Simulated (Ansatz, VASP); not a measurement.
# Nb in VASP and in Ansatz

```
Nb
1.0
     0.00000    2.11500    2.15730
     2.11500    0.00000    2.15730
     2.11500    2.11500    0.00000
Nb
1
Direct
  0.00000 0.00000 0.00000
```

Change from the starting cell: zz strain of +2 %, PAW files.

Alike in both runs: task electric field gradients; functional LDA; k mesh 13 × 13 × 13; occupations fermi-dirac, width 0.03 eV; no spin polarisation.

```csv
,VASP,Ansatz
version,VASP 6.6.1,Ansatz 0.2.0
potentials or method,"VASP PAW LDA potentials, release 64 (Nb_sv)","PAW with Ansatz's default frozen-core files, scalar-relativistic"
plane-wave cutoff (eV),520,420
valence electrons in the cell,13,13
```

|  | VASP | Ansatz | Ansatz less VASP |
| --- | --- | --- | --- |
| pressure (GPa) | -13.3 | -13.2 | +0.11 |
| largest component of the traceless stress (GPa) | 3.22 | 3.21 | -0.006 |
| Vzz of the field gradient on the site that differs most (V/Å²) | -13.0 | -12.6 | +0.38 |

Ansatz warned: «gradients_without_spin_orbit».
